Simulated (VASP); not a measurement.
# SiNi (P2_13) in VASP: notebook, part 2 of 3

VASP 6.6.1. Earlier steps stand in the parts before.

### Step 3. Phonons, PBEsol, collinear spin, ferromagnetic start

POSCAR

```
SiNi
1.0
    4.5036940000      0.0000000000      0.0000000000
    0.0000000000      4.5036940000      0.0000000000
    0.0000000000      0.0000000000      4.5036940000
Ni Si
4 4
Direct
    0.1495040000      0.1495040000      0.1495040000
    0.6495040000      0.3504960000      0.8504960000
    0.8504960000      0.6495040000      0.3504960000
    0.3504960000      0.8504960000      0.6495040000
    0.8468300000      0.8468300000      0.8468300000
    0.3468300000      0.6531700000      0.1531700000
    0.1531700000      0.3468300000      0.6531700000
    0.6531700000      0.1531700000      0.3468300000
```

INCAR.step1

```
SYSTEM = SiNi
PREC = Accurate
ENCUT = 600
EDIFF = 1E-8
ISMEAR = 0
SIGMA = 0.02
LREAL = .False.
LASPH = .True.
NELM = 100
ALGO = Normal
ISIF = 3
LWAVE = .False.
LCHARG = .False.
ISPIN = 2
MAGMOM = 1 1 1 1 0 0 0 0
LORBIT = 11
LMAXMIX = 4
GGA = PS
IBRION = 2
NSW = 40
EDIFFG = -0.002
```

INCAR.step2

```
SYSTEM = SiNi
PREC = Accurate
ENCUT = 600
EDIFF = 1E-8
ISMEAR = 0
SIGMA = 0.02
LREAL = .False.
LASPH = .True.
NELM = 100
ALGO = Normal
ISIF = 2
LWAVE = .False.
LCHARG = .False.
ISPIN = 2
MAGMOM = 1 1 1 1 0 0 0 0
LORBIT = 11
LMAXMIX = 4
GGA = PS
IBRION = 8
NSW = 1
```

KPOINTS

```
regular mesh
0
Gamma
  4 4 4
  0 0 0
```

Potentials or basis: VASP PAW PBE potentials, release 64 (Ni, Si).

Command:

```console
cat potpaw_PBE.64/Ni/POTCAR potpaw_PBE.64/Si/POTCAR > POTCAR
cp INCAR.step1 INCAR
mpirun -np 1 vasp_std > vasp.out
cp CONTCAR POSCAR
cp INCAR.step2 INCAR
mpirun -np 1 vasp_std > vasp.out
```

OUTCAR:

```text
SYSTEM = SiNi
   PREC = Accurate
   ENCUT = 600
   EDIFF = 1E-8
   ISMEAR = 0
   LREAL = .False.
   LASPH = .True.
   NELM = 100
   ISIF = 2
   ISPIN = 2
   LORBIT = 11
   GGA = PS
   IBRION = 8
   NSW = 1

 ion  position               nearest neighbor table
   1  0.149  0.149  0.149-   5 2.34   6 2.38   7 2.38   8 2.38   6 2.42   7 2.42   8 2.42   3 2.75
                             4 2.75   2 2.75   4 2.75   3 2.75   2 2.75
   2  0.649  0.351  0.851-   6 2.34   5 2.38   7 2.38   8 2.38   7 2.42   8 2.42   5 2.42   1 2.75
                             3 2.75   3 2.75   4 2.75   4 2.75   1 2.75
   3  0.851  0.649  0.351-   7 2.34   6 2.38   5 2.38   8 2.38   8 2.42   5 2.42   6 2.42   1 2.75
                             2 2.75   2 2.75   1 2.75   4 2.75   4 2.75
   4  0.351  0.851  0.649-   8 2.34   6 2.38   7 2.38   5 2.38   6 2.42   7 2.42   5 2.42   1 2.75
                             1 2.75   2 2.75   2 2.75   3 2.75   3 2.75
   5  0.846  0.846  0.846-   1 2.34   2 2.38   3 2.38   4 2.38   2 2.42   3 2.42   4 2.42   7 2.76
                             8 2.76   8 2.76   7 2.76   6 2.76   6 2.76
   6  0.346  0.654  0.154-   2 2.34   1 2.38   3 2.38   4 2.38   3 2.42   4 2.42   1 2.42   7 2.76
[... 1160 lines left out ...]
      2.921133  0.686375  1.548383    -0.184211   -0.082443    0.321302
[... 243 lines left out ...]
  24 f/i=    0.031273 THz     0.196495 2PiTHz    1.043162 cm-1     0.129336 meV
             X         Y         Z           dx          dy          dz
      0.667265  0.667265  0.667265     0.268348    0.307774    0.037984
      2.902023  1.567493  3.802252     0.269634    0.309610    0.038869
      3.802252  2.902023  1.567493     0.269364    0.309740    0.040092
      1.567493  3.802252  2.902023     0.268618    0.307904    0.040977
      3.783142  3.783142  3.783142     0.184680    0.213470    0.026652
      1.548383  2.921133  0.686375     0.186922    0.212768    0.028695
      0.686375  1.548383  2.921133     0.187025    0.213068    0.025846
      2.921133  0.686375  1.548383     0.184577    0.213769    0.027889

--------------------------------------------------------------------------------------------------------

 ELASTIC MODULI CONTR FROM IONIC RELAXATION (kBar)
 Direction    XX          YY          ZZ          XY          YZ          ZX
 --------------------------------------------------------------------------------
 XX       -5343.9627   2657.5761   2657.5761      0.0000      0.0000      0.0000
 YY        2657.5761  -5343.9627   2657.5761     -0.0000     -0.0000      0.0000
 ZZ        2657.5761   2657.5761  -5343.9627      0.0000     -0.0000     -0.0000
 XY           0.0000     -0.0000      0.0000    -72.3666     -0.0000      0.0000
 YZ           0.0000     -0.0000      0.0000     -0.0000    -72.3666     -0.0000
 ZX          -0.0000      0.0000     -0.0000      0.0000     -0.0000    -72.3666
 --------------------------------------------------------------------------------

 total charge

# of ion       s       p       d       tot
------------------------------------------
    1        0.468   0.633   8.512   9.614
    2        0.468   0.633   8.512   9.614
    3        0.468   0.633   8.512   9.614
    4        0.468   0.633   8.512   9.614
    5        0.736   0.859   0.000   1.595
    6        0.736   0.859   0.000   1.595
    7        0.736   0.859   0.000   1.595
    8        0.736   0.859   0.000   1.595
--------------------------------------------------
tot          4.817   5.970  34.049  44.836

 magnetization (x)

# of ion       s       p       d       tot
------------------------------------------
    1        0.001   0.002   0.041   0.044
    2        0.001   0.002   0.041   0.044
    3        0.001   0.002   0.041   0.044
    4        0.001   0.002   0.041   0.044
    5        0.006   0.005   0.000   0.011
    6        0.006   0.005   0.000   0.011
    7        0.006   0.005   0.000   0.011
    8        0.006   0.005   0.000   0.011
--------------------------------------------------
tot          0.027   0.028   0.166   0.220
```

Wall time 20 min (1 thread of Intel Xeon 6975P-C (Granite Rapids), shared host); peak memory 0.65 GiB.

What came out:

```yaml
Relaxed_volume: 11.16 Å³/atom
Relaxed_cell: a = 4.470 Å, b = 4.470 Å, c = 4.470 Å, α = 90.00°, β = 90.00°, γ = 90.00°
Space_group_after_relaxing_to_0.05_Å: P2_13 (No. 198)
Net_moment: 0.25 μB per cell
Site_moments: Ni +0.04; Si +0.01 μB
Valence_electrons_inside_the_program's_atomic_spheres: Ni 9.61; Si 1.59
Highest_phonon_frequency_at_Γ_LO-TO_splitting_left_out: 384 cm⁻¹
```

Step by step:
```tsv
step	energy change (eV)	largest force (eV/Å)	pressure (GPa)	volume (Å³)
1	0.0000	0.0432	-4.23	91.35
2	-0.0036	0.0136	4.27	87.42
3	-0.0279	0.0213	0.01	89.29
4	-0.0279	0.0218	-0.09	89.33
5	-0.0280	0.0121	-0.08	89.33
6	-0.0280	0.0044	-0.08	89.33
7	-0.0280	0.0046	-0.08	89.33
8	-0.0280	0.0025	0.10	89.25
9	-0.0280	0.0035	0.02	89.29
10	-0.0280	0.0036	0.01	89.29
11	-0.0280	0.0037	0.02	89.29
12	-0.0280	0.0042	-0.03	89.31
13	-0.0280	0.0037	-0.06	89.30
14	-0.0280	0.0037	-0.02	89.29
15	-0.0280	0.0028	0.01	89.29
16	-0.0280	0.0018	0.02	89.29
```

Final structure:
```cif
data_structure
_symmetry_space_group_name_H-M 'P 1'
_symmetry_Int_Tables_number 1
_cell_length_a 4.4695
_cell_length_b 4.4695
_cell_length_c 4.4695
_cell_angle_alpha 90.000
_cell_angle_beta 90.000
_cell_angle_gamma 90.000
_cell_volume 89.29
loop_
_atom_site_label
_atom_site_type_symbol
_atom_site_fract_x
_atom_site_fract_y
_atom_site_fract_z
_atom_site_occupancy
Ni1 Ni 0.14929 0.14929 0.14929 1
Ni2 Ni 0.64929 0.35071 0.85071 1
Ni3 Ni 0.85071 0.64929 0.35071 1
Ni4 Ni 0.35071 0.85071 0.64929 1
Si1 Si 0.84643 0.84643 0.84643 1
Si2 Si 0.34643 0.65357 0.15357 1
Si3 Si 0.15357 0.34643 0.65357 1
Si4 Si 0.65357 0.15357 0.34643 1
```

Phonon frequencies in cm⁻¹ (negative: imaginary):
| q point | frequencies |
| --- | --- |
| (0.000, 0.000, 0.000) | -1 -1 -1 52 52 152 152 152 157 181 181 181 280 280 280 281 281 321 321 321 324 384 384 384 |

Caveat: the PAW data sets were made with another functional, which shifts forces and pressure a little.

(Part 2 of 3 ends here.)
